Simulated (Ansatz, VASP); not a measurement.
## GaSb in VASP and in Ansatz

```
Ga Sb
1.0
     0.00000    3.05900    3.05900
     3.05900    0.00000    3.05900
     3.05900    3.05900    0.00000
Ga Sb
1 1
Direct
  0.00000 0.00000 0.00000
  0.25000 0.25000 0.25000
```

Alike in both runs: task relaxation of cell and atoms; functional PBE; dispersion D3(BJ); k mesh 6 × 6 × 6; occupations fermi-dirac, width 0.01 eV; no spin polarisation.

```csv
,VASP,Ansatz
version,VASP 6.6.1,Ansatz 0.2.0
potentials or method,"VASP PAW PBE potentials, release 64 (Ga_d, Sb)","plane waves, PAW"
plane-wave cutoff (eV),600,420
valence electrons in the cell,18,28
```

```tsv
	VASP	Ansatz	Ansatz less VASP
relaxed volume (Å³/atom)	28.88	28.83	-0.051
relaxed cell length with the largest relative difference (Å)	4.339	4.336	-0.0026
```

The two sets of potentials don't hold the same shells in valence.

Caveats: pairwise dispersion overbinds metals, which lowers pressure and volume. The runs have no spin-orbit coupling, so splittings on Sb are missing. Zero-point motion and thermal expansion aren't in these numbers.
